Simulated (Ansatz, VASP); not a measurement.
# S in VASP and in Ansatz

```
S
1.0
     2.58029    0.00000    0.00000
     0.00000    2.58029    0.00000
     0.00000    0.00000    2.58029
S
1
Direct
  0.00000 0.00000 0.00000
```

Alike in both runs: task single point; functional PBE; k mesh 16 × 16 × 16; occupations fermi-dirac, width 0.08 eV; no spin polarisation.

```csv
,VASP,Ansatz
version,VASP 6.6.1,Ansatz 0.2.0
potentials or method,"VASP PAW PBE potentials, release 64 (S), cutoff 520 eV","all-electron LAPW, non-relativistic"
```

Ansatz gave:

| Property | Result |
| --- | --- |
| pressure (GPa) | 0.1 |

Question: Which values does VASP return?

Answer: Pressure (GPa): -0.1.

Ansatz ran all-electron here, so the differences hold the error of VASP's frozen core and of both bases.
